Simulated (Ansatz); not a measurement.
# CuAu3: the cost of one run

Method: DFT PBEsol, scalar-relativistic, plane waves, PAW, in Ansatz 0.2.0.

1 further run of the same task is left out (set aside as unsound or not needed).

## Step 1: The structure to begin with

It takes space group Pm-3m (No. 221, cubic). Conventional cell: a = 3.974 Å, b = 3.974 Å, c = 3.974 Å, α = 90.00°, β = 90.00°, γ = 90.00°. Around Cu (site symmetry m-3m) lie 12 Au at 2.81 Å. Around Au (site symmetry 4/mmm) lie 4 Cu at 2.81 Å and 8 Au at 2.81 Å.

As a file:

```
CELL_PARAMETERS angstrom
3.97425 0.00000 0.00000
0.00000 3.97425 0.00000
0.00000 0.00000 3.97425
ATOMIC_POSITIONS crystal
Cu 0.00000 0.00000 0.00000
Au 0.00000 0.50000 0.50000
Au 0.50000 0.00000 0.50000
Au 0.50000 0.50000 0.00000
```

This cell was relaxed beforehand with the same method: volume 15.69 Å³/atom, gap on the mesh none (metal).

## Step 2: Static run: bands, density of states and charges

input.yaml reads:

```yaml
crystal:
  lattice:
    - [3.9742517492, 0.0, 0.0]
    - [0.0, 3.9742517492, 0.0]
    - [0.0, 0.0, 3.9742517492]
  atoms:
    - { symbol: Cu, position: [0.0, 0.0, 0.0] }
    - { symbol: Au, position: [0.0, 0.5, 0.5] }
    - { symbol: Au, position: [0.5, 0.0, 0.5] }
    - { symbol: Au, position: [0.5, 0.5, 0.0] }
basis:
  ecutwfc: 420
kpoints:
  mp_grid: { grid: [10, 10, 10] }
  band_path:
    path:
      - [[0.0, 0.0, 0.0], [0.0, 0.5, 0.0], [0.5, 0.5, 0.0], [0.0, 0.0, 0.0], [0.5, 0.5, 0.5], [0.0, 0.5, 0.0]]
      - [[0.5, 0.5, 0.5], [0.5, 0.5, 0.0]]
    npoints: 14
hamiltonian:
  xc: pbesol
scf:
  occupations: { method: gaussian, width: 0.1 }
  n_extra_bands: 10
output:
  forces: true
  stress: true
  eigenvalues: true
  populations: true
  dos: { projected: true, de: 0.02, nscf_kmesh: { grid: [15, 15, 15] } }
  bader: true
  write_density: true
  write_potential: true
  elf: true
  volumetric_format: npy
```

The run is started by

```
$ ansatz run input.yaml --threads 1 --pin off --max-ram 2560MiB --backend cpu --events-out ev --progress --plain --runs-dir out
```

What time and memory should one allow on 1 thread of Arm Neoverse V2, shared host?

About 48 s, with a peak of 0.47 GiB.
